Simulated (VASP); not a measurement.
# Se (P3_121) in VASP: notebook, part 2 of 2

VASP 6.6.1. The steps go on from the part before.

## 3. EvGW0 quasiparticle levels, PBE

Contents of POSCAR:

```
Se
1.0
    4.3662000000      0.0000000000      0.0000000000
   -2.1831000000      3.7812401180      0.0000000000
    0.0000000000      0.0000000000      4.9536000000
Se
3
Direct
    0.7746000000      0.7746000000      0.0000000000
    0.0000000000      0.2254000000      0.6666666667
    0.2254000000      0.0000000000      0.3333333333
```

Contents of INCAR.step1:

```
SYSTEM = Se
PREC = Accurate ; ENCUT = 500
EDIFF = 1E-8 ; ISMEAR = 0
SIGMA = 0.01 ; LREAL = .FALSE.
LASPH = .TRUE. ; NELM = 100
ALGO = Normal ; LWAVE = .TRUE.
LCHARG = .FALSE. ; GGA = PE
KPAR = 4
```

Contents of INCAR.step2:

```
SYSTEM = Se
PREC = Accurate ; ENCUT = 500
EDIFF = 1E-8 ; ISMEAR = 0
SIGMA = 0.01 ; LREAL = .FALSE.
LASPH = .TRUE. ; NELM = 1
ALGO = Exact ; LWAVE = .TRUE.
LCHARG = .FALSE. ; GGA = PE
NBANDS = 350 ; LOPTICS = .TRUE.
ISTART = 1 ; KPAR = 4
```

Contents of INCAR.step3:

```
SYSTEM = Se
PREC = Accurate ; ENCUT = 500
EDIFF = 1E-8 ; ISMEAR = 0
SIGMA = 0.01 ; LREAL = .FALSE.
LASPH = .TRUE. ; ALGO = EVGW0
LWAVE = .FALSE. ; LCHARG = .FALSE.
GGA = PE ; NELMGW = 4
NBANDS = 350 ; ENCUTGW = 150
NOMEGA = 50 ; PRECFOCK = Fast
ISTART = 1 ; NBANDSGW = 17
KPAR = 4
```

Contents of KPOINTS:

```
regular mesh
0
G
  4 4 2
  0 0 0
```

Potentials or basis: VASP PAW PBE potentials, release 64 (Se_GW).

On the command line:

```console
$ cat potpaw_PBE.64/Se_GW/POTCAR > POTCAR
$ cp INCAR.step1 INCAR
$ mpirun -np 4 vasp_std > vasp.out
$ cp INCAR.step2 INCAR
$ mpirun -np 4 vasp_std > vasp.out
$ cp INCAR.step3 INCAR
$ mpirun -np 4 vasp_std > vasp.out
```

OUTCAR:

```text
SYSTEM = Se
   PREC = Accurate
   ENCUT = 500
   EDIFF = 1E-8
   ISMEAR = 0
   LREAL = .FALSE.
   LASPH = .TRUE.
   GGA = PE
   NELMGW = 4
   ENCUTGW = 150
   PRECFOCK = Fast
   ISTART = 1

 ion  position               nearest neighbor table
   1  0.775  0.775  0.000-   2 2.37   3 2.37
   2  0.000  0.225  0.667-   1 2.37   3 2.37
   3  0.225  0.000  0.333-   1 2.37   2 2.37

  LATTYP: Found a hexagonal cell.
 ALAT       =     4.3662000000
 C/A-ratio  =     1.1345334616

  Lattice vectors:

 A1 = (   4.3662000000,   0.0000000000,   0.0000000000)
 A2 = (  -2.1831000000,   3.7812401180,   0.0000000000)
 A3 = (   0.0000000000,   0.0000000000,   4.9536000000)

Analysis of symmetry for initial positions (statically):
=====================================================================
 Subroutine PRICEL returns:
 Original cell was already a primitive cell.

 Routine SETGRP: Setting up the symmetry group for a
 hexagonal supercell.

[... 129 lines left out ...]
   LORBIT       =      0    0 simple, 1 ext, 2 COOP (PROOUT), +10 PAW based schemes
   GGA     = PE    functional components
   LHFCALC =     T    Hartree Fock is set to
   PRECFOCK=fast      Normal, Fast or Accurate (Low or Medium for compatibility)
   ENCUT4O =  -1.0   cutoff for four orbital integrals eV
   NKREDX  =     1    reduce k-point grid by
   NKREDY  =     1    reduce k-point grid by
   NKREDZ  =     1    reduce k-point grid by
   AEXX    =    1.0000 exact exchange contribution
   HFSCREEN=    0.0000 screening length (either q_TF or 0.3 A-1)
   HFSCREENC=   0.0000 screening length for correlation (either q_TF or 0.3 A-1)
   ENCUTFOCK=  -1.0 apply spherical cutoff to Coloumb kernel
   IVDW    =     0    specifies the selected vdW correction
   LEPSILON=     F    determine dielectric tensor
   LRPA    =     F    only Hartree local field effects (RPA)
   LRPAFORCE           =     F    calculate RPA forces
   ENCUTGW             = 150.0    cutoff for response function in eV
   ENCUTGWSOFT         = 120.0    soft cutoff for Coulomb kernel in GW response function in eV
   ENCUTLF             =  -1.0    cutoff for local field effects
   NELMGW              =     4    number of iterations in solving QP/BSE equation
   NELMHF              =     1    number of iterations in the inner HF iteration
   NKREDLFX            =     1    NKREDLFY  =   1   NKREDLFZ  =   1
 non-spin polarized calculation
 Gauss-broadening in eV      SIGMA  =   0.01
  energy-cutoff  :      500.00
  volume of cell :       81.78
 maximum number of plane-waves:      2092
 NGX is ok and might be reduce to    32
  NGX = 18; NGY = 18; NGZ = 20
   NGX = 15   NGY = 15   NGZ = 19
 maximum number of plane-waves:       351
 NGX is ok and might be reduce to    18

 QP shifts <psi_nk| G(iteration)W_0 |psi_nk>: iteration 1
 for sc-GW calculations column KS-energies equals QP-energies in previous step
 and V_xc(KS)=  KS-energies - (<T + V_ion + V_H > + <T+V_H+V_ion>^1  + <V_x>^1)

 k-point   1 :       0.0000    0.0000    0.0000
  band No.  KS-energies  QP-energies   sigma(KS)   V_xc(KS)     V^pw_x(r,r')   Z            occupation Imag(sigma)

      1     -13.1833     -13.3211     -12.7720     -12.5418     -20.5689       0.5988       2.0000       1.4113
      2      -9.0558      -9.3467     -13.5405     -13.0862     -19.3354       0.6405       2.0000       0.9409
      3      -9.0558      -9.3467     -13.5405     -13.0862     -19.3354       0.6405       2.0000       0.9409
      4      -1.1616      -1.7063     -12.9888     -12.2231     -15.0423       0.7115       2.0000       0.2093
      5      -1.1616      -1.7063     -12.9888     -12.2231     -15.0423       0.7115       2.0000       0.2093
      6      -1.0869      -1.6892     -12.1906     -11.3363     -14.5014       0.7050       2.0000       0.2607
[... 653 lines left out ...]
      3      -8.3116      -8.3236     -13.3479       5.0181     -18.7037       0.6620       2.0000       0.8956
      4      -3.8137      -3.8235     -12.2608       8.4332     -15.3965       0.6994       2.0000       0.4387
      5      -2.8828      -2.8924     -11.7701       8.8736     -14.9308       0.7021       2.0000       0.4520
      6      -2.7444      -2.7539     -11.9367       9.1788     -14.9663       0.7017       2.0000       0.4167
[... 9 lines left out ...]
     16      11.7463      11.7450      -8.9930      20.7376      -3.8450       0.7476       0.0000      -0.3104
     17      13.3567      13.3558      -9.6175      22.9730      -4.0708       0.7576       0.0000      -0.4737
```

OUTCAR.step1:

```text
SYSTEM = Se
   PREC = Accurate
   ENCUT = 500
   EDIFF = 1E-8
   ISMEAR = 0
   LREAL = .FALSE.
   LASPH = .TRUE.
   NELM = 100
[... 336 lines left out ...]
      1.69103      2.92895      0.00000        -0.304793     -0.527917      0.000000
     -0.49207      0.85229      3.30240        -0.304793      0.527917     -0.000000
      0.98414      0.00000      1.65120         0.609586     -0.000000     -0.000000
 -----------------------------------------------------------------------------------
    total drift:                               -0.000000     -0.000000      0.000000

  FREE ENERGIE OF THE ION-ELECTRON SYSTEM (eV)
  ---------------------------------------------------
  free  energy   TOTEN  =       -10.4152546796 eV

  energy  without entropy=      -10.4152546796  energy(sigma->0) =      -10.41525468
```

Run time: 3.8 min. Hardware: 4 MPI ranks of Intel Xeon 6975P-C (Granite Rapids), shared host; peak memory 1 GiB.

What came out:

| Item | Value |
| --- | --- |
| Band gap on the k mesh, mean-field level | 1.20 eV, indirect (least direct gap 1.62 eV) |
| Quasiparticle gap | 1.91 eV |
| Least direct quasiparticle gap | 2.40 eV |

Quasiparticle gap after each update of the energies (eV): 1.79, 1.89, 1.90, 1.91

Caveat: the k mesh is coarse (spacing up to 0.63 Å⁻¹), so the values aren't converged; bands, screening cutoff and mesh are small and nothing is extrapolated, so the quasiparticle values aren't converged. A k mesh can miss the band edges.
